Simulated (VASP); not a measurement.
Set up this calculation in VASP 6.6.1, as the native input.

* Task: band structure
* Functional: r2SCAN
* Potentials or basis: VASP PAW PBE potentials, release 64 (F, Li_sv)
* Cutoff: 520 eV
* k mesh: 12 × 12 × 12
* Occupations: gaussian, width 0.02 eV
* Spin: no spin polarisation
* Ladder: free
* Further INCAR settings: ALGO = Normal; EDIFF = 1e-06; NBANDS = 12

The structure of LiF (Griceite) lies in POSCAR:

```
LiF
1.0
    0.0000000000      2.0140000000      2.0140000000
    2.0140000000      0.0000000000      2.0140000000
    2.0140000000      2.0140000000      0.0000000000
F Li
1 1
Direct
    0.5000000000      0.5000000000      0.5000000000
    0.0000000000      0.0000000000      0.0000000000
```

These files were run (other wordings do the same):

INCAR

```
SYSTEM = LiF
  PREC = Accurate
  ENCUT = 520
  EDIFF = 1E-6
  ISMEAR = 0
  SIGMA = 0.02
  LREAL = .False.
  LASPH = .True.
  NELM = 60
  ALGO = Normal
  ISIF = 2
  LWAVE = .False.
  LCHARG = .False.
  METAGGA = R2SCAN
  LMIXTAU = .True.
  NBANDS = 12
```

KPOINTS

```
Automatic mesh
0
Gamma
  12 12 12
  0 0 0
```

KPOINTS_OPT

```
path GXWKGLUWLK,UX
10
line-mode
reciprocal
 0.0000000000  0.0000000000  0.0000000000  G
 0.5000000000  0.0000000000  0.5000000000  X

 0.5000000000  0.0000000000  0.5000000000  X
 0.5000000000  0.2500000000  0.7500000000  W

 0.5000000000  0.2500000000  0.7500000000  W
 0.3750000000  0.3750000000  0.7500000000  K

 0.3750000000  0.3750000000  0.7500000000  K
 0.0000000000  0.0000000000  0.0000000000  G

 0.0000000000  0.0000000000  0.0000000000  G
 0.5000000000  0.5000000000  0.5000000000  L

 0.5000000000  0.5000000000  0.5000000000  L
 0.6250000000  0.2500000000  0.6250000000  U

 0.6250000000  0.2500000000  0.6250000000  U
 0.5000000000  0.2500000000  0.7500000000  W

 0.5000000000  0.2500000000  0.7500000000  W
 0.5000000000  0.5000000000  0.5000000000  L

 0.5000000000  0.5000000000  0.5000000000  L
 0.3750000000  0.3750000000  0.7500000000  K

 0.6250000000  0.2500000000  0.6250000000  U
 0.5000000000  0.0000000000  0.5000000000  X
```

Potentials or basis: VASP PAW PBE potentials, release 64 (F, Li_sv).

Run with:

```console
$ cat potpaw_PBE.64/F/POTCAR potpaw_PBE.64/Li_sv/POTCAR > POTCAR
$ mpirun -np 1 vasp_std > vasp.out
```

It gave:

* Band gap on the k mesh: 10.27 eV, direct
* Band gap along the path: 10.27 eV, direct

It took 50 s on 1 thread of Intel(R) Xeon(R) Platinum 8559C (Emerald Rapids), with other jobs on the host, peak memory 0.14 GiB.
